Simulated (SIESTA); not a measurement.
**AlCo: equation of state with PBEsol**

Crystal: AlCo.

```
Co Al
1.0
     2.81940    0.00000    0.00000
     0.00000    2.81940    0.00000
     0.00000    0.00000    2.81940
Co Al
1 1
Cartesian
  1.4097 1.4097 1.4097
  0.0000 0.0000 0.0000
```

The cell is a database's computed one.

* Program: SIESTA 5.4.2
* Task: equation of state
* Functional: PBEsol
* Potentials or basis: PseudoDojo 0.4 standard (PBEsol files)
* Basis: DZP (energy shift 0.003 Ry; two zetas on semicore shells)
* Grid cutoff: 800 Ry
* Energy shift: 0.003 Ry
* k mesh: 9 × 9 × 9
* Occupations: fermi-dirac, width 0.05 eV
* Spin: collinear spin, ferromagnetic start
* Starting moments: [2.0, 0.0] μB

```
Equilibrium volume                      : 11.21 Å³/atom
Bulk modulus                            : 205 GPa
Pressure derivative of the bulk modulus : 4.4 (rough: it moves with the points fitted)
```

Energy against volume, from the lowest point:
```
volume (Å³/atom)  energy (meV/atom)
          10.533              29.06
          10.758              12.53
          10.982               3.07
          11.206               0.00
          11.430               2.84
          11.654              10.65
```

All runs of the series together: 33 min on 1 thread of Arm Neoverse V2 (shared host).

Caveat: short orbitals over semicore shells can move pressures by several GPa; the basis of atomic orbitals isn't converged, which shifts pressures, moduli and gaps.
